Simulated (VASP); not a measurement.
NaH:

```
Na H
1.0
     0.00000    2.44000    2.44000
     2.44000    0.00000    2.44000
     2.44000    2.44000    0.00000
Na H
1 1
Direct
  0.00000 0.00000 0.00000
  0.50000 0.50000 0.50000
```

Base run:

| Property | Result |
| --- | --- |
| Program | VASP 6.6.1 |
| Functional | PBEsol |
| Potentials or basis | VASP PAW PBE potentials, release 64 (Na_pv, H) |
| Cutoff | 520 eV |
| k mesh | 10 × 10 × 10 |
| Occupations | gaussian, width 0.02 eV |
| Spin | no spin polarisation |

Its results: band gap on the k mesh 3.54 eV, indirect (least direct gap 4.40 eV); pressure -1.2 GPa.

Problem. The run is repeated on the same cell with these changes: functional from PBEsol to PBE. What comes out?

Solution. Band gap on the k mesh 3.73 eV, indirect (least direct gap 4.55 eV); pressure -0.7 GPa.

PBE binds less tightly than PBEsol, so the same cell stands under more pressure.

Caveats: the PAW data sets were made with another functional, which shifts forces and pressure a little (some runs).
